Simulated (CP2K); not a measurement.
Crystal: ZnO (zincite).

```
Zn O
1.0
     3.24931    0.00000    0.00000
    -1.62465    2.81398    0.00000
     0.00000    0.00000    5.20571
Zn O
2 2
Direct
  0.66667 0.33333 0.00000
  0.33333 0.66667 0.50000
  0.33333 0.66667 0.87901
  0.66667 0.33333 0.37901
```

Base run:

| Property | Result |
| --- | --- |
| Program | CP2K 2026.2 |
| Functional | PBEsol |
| Potentials or basis | POTENTIAL_UZH Zn GTH-PBE-q12, O GTH-PBE-q6; TZVP-MOLOPT-PBE-GTH basis |
| Density cutoff | 11565 eV |
| k mesh | 9 × 9 × 5 |
| Occupations | fermi-dirac, width 0.05 eV |
| Spin | no spin polarisation |

Its results: band gap on the k mesh 0.61 eV, direct; pressure 0.4 GPa.

Task: After a change of settings the same cell gave: band gap on the k mesh 1.25 eV, direct; pressure 7.6 GPa. Which change was it?
A. functional from PBEsol to LDA
B. functional from PBEsol to PBE
C. functional from PBEsol to TPSS
D. functional from PBEsol to OLYP

Result: D.

OLYP binds less tightly than PBEsol, so the same cell stands under more pressure.

Caveats: the potentials were made for another functional, which shifts forces and pressure; an odd mesh through Γ misses points on the zone boundary, where band edges often lie; the basis of atomic orbitals isn't converged, which shifts pressures, moduli and gaps.

Not every run made on this cell is shown here.
